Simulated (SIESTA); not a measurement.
Crystal: Pd.

```
CELL_PARAMETERS angstrom
0.00000 1.94650 1.94650
1.94650 0.00000 1.94650
1.94650 1.94650 0.00000
ATOMIC_POSITIONS crystal
Pd 0.00000 0.00000 0.00000
```

Base run:

* Program: SIESTA 5.4.2
* Functional: PBE
* Potentials or basis: PseudoDojo 0.4 standard (PBE files)
* Basis: TZP (energy shift 0.002 Ry)
* Grid cutoff: 800 Ry
* Energy shift: 0.002 Ry
* k mesh: 12 × 12 × 12
* Occupations: fermi-dirac, width 0.05 eV
* Spin: no spin polarisation

Its results: band gap on the k mesh none (metal or under the smearing width); pressure 6.4 GPa.

Question: After a change of settings the same cell gave: band gap on the k mesh none (metal or under the smearing width); pressure 7.8 GPa. Which change was it?
A. basis from TZP (energy shift 0.002 Ry) to SZ (energy shift 0.002 Ry)
B. functional from PBE to RPBE; basis from TZP (energy shift 0.002 Ry) to DZP (energy shift 0.002 Ry)
C. potentials or basis from PseudoDojo 0.4 standard (PBE files) to SG15 1.2 (PBE files) or PseudoDojo by element; basis from TZP (energy shift 0.002 Ry) to DZP (energy shift 0.002 Ry)
D. basis from TZP (energy shift 0.002 Ry) to DZ (energy shift 0.01 Ry); energy shift from 0.002 Ry to 0.01 Ry

Answer: C.

Caveats: semicore shells carry a single zeta, which can move pressures by several GPa and volumes by a few percent; the basis of atomic orbitals isn't converged, which shifts pressures, moduli and gaps.

Not every run made on this cell is shown here.
